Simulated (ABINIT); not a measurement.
Wanted: the native input for an ABINIT 10.8.3 (patched build) run.

| Quantity | Value |
| --- | --- |
| Task | single point |
| Functional | RPBE |
| Potentials or basis | JTH PAW PBE v2.0 |
| Cutoff | 626 eV |
| k mesh | 10 × 10 × 10 |
| Occupations | fermi-dirac, width 0.05 eV |
| Spin | no spin polarisation |
| Fine-grid cutoff | 1224.51 eV |

WC:

```xyz
2
Lattice="0.0000 2.1927 2.1927 2.1927 0.0000 2.1927 2.1927 2.1927 0.0000" Properties=species:S:1:pos:R:3 pbc="T T T"
W     0.0000    0.0000    0.0000
C     2.1927    2.1927    2.1927
```

Measurements of this composition are mostly on another form, of space group No. 187.

These files were run (other wordings do the same):

run.abi

```
# Pseudopotentials
pp_dirpath "./"
pseudos "W.GGA_PBE-JTH.xml, C.GGA_PBE-JTH.xml"

# Structure
acell 3*1.0
rprim
     0.0000000000     4.1435722378     4.1435722378
     4.1435722378     0.0000000000     4.1435722378
     4.1435722378     4.1435722378     0.0000000000
ntypat 2
znucl 74 6
natom 2
typat 1 2
xred
     0.0000000000     0.0000000000     0.0000000000
     0.5000000000     0.5000000000     0.5000000000

# Plane-wave basis
ecut 23.0
pawecutdg 45.0
pawxcdev 0

# k points
kptopt 1
ngkpt 10 10 10
nshiftk 1
shiftk 0.0 0.0 0.0

# Exchange and correlation
ixc 15

# Bands and occupations
nband 13
occopt 3
tsmear 0.05 eV

# SCF cycle
nstep 100
tolvrs 1.0e-9

# Output
iomode 3
prtwf 0
prtden 0
prteig 0
prtebands 0
enunit 2
```

Potentials or basis: JTH PAW PBE v2.0.

The run is started by

```sh
$ abinit run.abi > log 2>&1
```

Results of the run:

- Pressure: 3.1 GPa
- Band gap on the k mesh: none (metal or under the smearing width)
- Valence electrons inside the program's atomic spheres: W 11.77; C 2.49

Caveat: the highest band is partly filled, so the run has too few bands; the PAW data sets were made with another functional, which shifts forces and pressure a little.

It took 29 s on 1 thread of Arm Neoverse V1, with other jobs on the host, peak memory 0.11 GiB.
